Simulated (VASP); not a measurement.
Wanted: the native input for a VASP 6.6.1 run.

- Task: single point
- Functional: PBE
- Potentials or basis: VASP PAW PBE potentials, release 64 (Cd_GW, Se_GW)
- Cutoff: 500 eV
- k mesh: 4 × 4 × 4
- Occupations: gaussian, width 0.02 eV
- Spin: no spin polarisation
- Further INCAR settings: ALGO = Fast; EDIFF = 1e-07; NBANDS = 16

The structure of CdSe lies in POSCAR:

```
CdSe
1.0
    0.0000000000      2.8739580000      2.8739580000
    2.8739580000      0.0000000000      2.8739580000
    2.8739580000      2.8739580000      0.0000000000
Cd Se
1 1
Direct
    0.0000000000      0.0000000000      0.0000000000
    0.5000000000      0.5000000000      0.5000000000
```

Measurements of this composition are mostly on another form, of space group No. 186.

One way to write it, as run:

INCAR

```
ALGO     = Fast           # electronic algorithm
EDIFF    = 1E-7           # SCF threshold, eV
ENCUT    = 500            # plane-wave cutoff, eV
GGA      = PE             # functional
ISIF     = 2              # what is computed and relaxed
ISMEAR   = 0              # smearing method
LASPH    = True           # aspherical terms in the spheres
LCHARG   = False          # write CHGCAR
LREAL    = False          # projectors in reciprocal space
LWAVE    = False          # write WAVECAR
NBANDS   = 16             # bands
NELM     = 60             # most SCF steps
PREC     = Accurate       # precision mode
SIGMA    = 0.02           # smearing width, eV
```

KPOINTS

```
k-points
0
Gamma
  4 4 4
```

Potentials or basis: VASP PAW PBE potentials, release 64 (Cd_GW, Se_GW).

Command:

```sh
$ cat potpaw_PBE.64/Cd_GW/POTCAR potpaw_PBE.64/Se_GW/POTCAR > POTCAR
$ mpirun -np 1 vasp_std > vasp.out
```

Results of the run:

- Pressure: 0.0 GPa
- Band gap on the k mesh: none (metal or under the smearing width)

Caveat: the k mesh is coarse (spacing up to 0.47 Å⁻¹), so the values aren't converged.

Run time: 7.5 s on 1 thread of AMD EPYC 9R45 (Zen 5) (shared host), peak memory 0.14 GiB.
